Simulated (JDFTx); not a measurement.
## Zr under changes of volume

One of the cells (23.281 Å³/atom); the others are scaled copies at fixed shape and fractional positions:

```
Zr
1.0
     3.23200    0.00000    0.00000
    -1.61600    2.79899    0.00000
     0.00000    0.00000    5.14700
Zr
2
Direct
  0.66667 0.33333 0.75000
  0.33333 0.66667 0.25000
```

- Program: JDFTx 1.7.0 (patched build)
- Functional: PBEsol
- Potentials or basis: PseudoDojo-SR-PBEsol-0.4.1-standard with smoothed tails
- Cutoff: 898 eV
- Density cutoff: 7184 eV
- k mesh: 9 × 9 × 5
- Occupations: fermi-dirac, width 0.05 eV
- Spin: no spin polarisation

```csv
volume (Å³/atom),energy over the lowest point (meV/atom),pressure (GPa)
21.884,5.25,2.9
22.350,0.00,0.7
22.815,0.87,-1.3
23.281,7.36,-3.2
23.746,19.01,-4.9
24.212,35.43,-6.5
24.678,?,?
```

Problem. What does the run at 24.678 Å³/atom give?

Solution. Energy over the lowest point 56.22 meV/atom; pressure -7.9 GPa.

Worked out: A Birch-Murnaghan fit of order 3 (a polynomial in V^(-2/3)) to the other rows has its minimum at 22.51 Å³/atom with B0 = V·E''(V) = 99 GPa and B' = 3.1 at fixed shape and positions, which overstates the stiffness. It gives 56.23 meV/atom at 24.678 Å³/atom, against the run's 56.22, and -dE/dV = -7.9 GPa, against -7.9.

Energies are extrapolated to zero smearing.
